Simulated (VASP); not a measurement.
Write the native input for VASP 6.6.1 that does the following.

| Item | Value |
| --- | --- |
| Task | single point |
| Functional | r2SCAN |
| Potentials or basis | VASP PAW PBE potentials, release 64 (C) |
| Cutoff | 520 eV |
| k mesh | 10 × 10 × 4 |
| Occupations | gaussian, width 0.05 eV |
| Spin | no spin polarisation |
| Dipole correction | no |
| Further INCAR settings | ALGO = Normal; EDIFF = 1e-07; NBANDS = 16 |

Crystal: C.

```xyz
4
Lattice="2.4556 0.0000 0.0000 -1.2278 2.1266 0.0000 0.0000 0.0000 7.0897" Properties=species:S:1:pos:R:3 pbc="T T T"
C     0.0000    0.0000    1.7724
C     0.0000    0.0000    5.3173
C     0.0000    1.4177    1.7724
C     1.2278    0.7089    5.3173
```

One way to write it, as run:

POSCAR

```
C
1.0
    2.4555890482      0.0000000000      0.0000000000
   -1.2277945241      2.1266024970      0.0000000000
    0.0000000000      0.0000000000      7.0897376076
C
4
Direct
    0.0000000000      0.0000000000      0.2500000000
    0.0000000000      0.0000000000      0.7500000000
    0.3333333333      0.6666666667      0.2500000000
    0.6666666667      0.3333333333      0.7500000000
```

INCAR.step1

```
ALGO     = Normal         # electronic algorithm
EDIFF    = 1E-4           # SCF threshold, eV
ENCUT    = 520            # plane-wave cutoff, eV
GGA      = PE             # functional
ISMEAR   = 0              # smearing method
LASPH    = True           # aspherical terms in the spheres
LCHARG   = False          # write CHGCAR
LREAL    = False          # projectors in reciprocal space
LWAVE    = True           # write WAVECAR
NBANDS   = 16             # bands
NELM     = 100            # most SCF steps
PREC     = Accurate       # precision mode
SIGMA    = 0.05           # smearing width, eV
```

INCAR.step2

```
ALGO     = Normal         # electronic algorithm
EDIFF    = 1E-7           # SCF threshold, eV
ENCUT    = 520            # plane-wave cutoff, eV
ISIF     = 2              # what is computed and relaxed
ISMEAR   = 0              # smearing method
ISTART   = 1            
LASPH    = True           # aspherical terms in the spheres
LCHARG   = True           # write CHGCAR
LELF     = True           # ELF
LMIXTAU  = True         
LREAL    = False          # projectors in reciprocal space
LVHAR    = True         
LWAVE    = False          # write WAVECAR
METAGGA  = R2SCAN         # meta-GGA
NBANDS   = 16             # bands
NELM     = 100            # most SCF steps
PREC     = Accurate       # precision mode
SIGMA    = 0.05           # smearing width, eV
```

KPOINTS

```
k-points
0
Gamma
  10 10 4
```

Potentials or basis: VASP PAW PBE potentials, release 64 (C).

Run with:

```bash
$ cat potpaw_PBE.64/C/POTCAR > POTCAR
$ cp INCAR.step1 INCAR
$ mpirun -np 1 vasp_std > vasp.out
$ cp INCAR.step2 INCAR
$ mpirun -np 1 vasp_std > vasp.out
```

Results of the run:

```json
{
  "Pressure": "0.7 GPa",
  "Band gap on the k mesh": "1.56 eV, direct"
}
```

Caveat: the PAW data sets were made with another functional, which shifts forces and pressure a little.

Wall time 41 s on 1 thread of Intel(R) Xeon(R) 6975P-C (Granite Rapids), on a shared host, peak memory 0.15 GiB.
